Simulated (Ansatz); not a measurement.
AlN (space group F-43m) relaxed with several functionals in Ansatz (plane waves to 420 eV, scalar-relativistic PAW, no spin-orbit coupling, symmetry kept). The database cell has 10.42 Å³/atom; its temperature or method isn't stated, so the comparison with it is no error of the functional. No moments.

```
functional conventional cell V (Å³/atom) against the database cell (%) gap on mesh (eV) largest moment (μB)
       PBE  a = 4.403 Å, b = 4.403 Å, c = 4.403 Å, α = 90.00°, β = 90.00°, γ = 90.00°        10.67                            2.4              3.31                 0.00
       LDA  a = 4.342 Å, b = 4.342 Å, c = 4.342 Å, α = 90.00°, β = 90.00°, γ = 90.00°        10.23                           -1.8              3.25                 0.00
PBE+D3(BJ) a = 4.372 Å, b = 4.372 Å, c = 4.372 Å, α = 90.00°, β = 90.00°, γ = 90.00°        10.45                            0.3              3.32                 0.00
```

This zinc-blende form isn't the usual stable structure of the compound.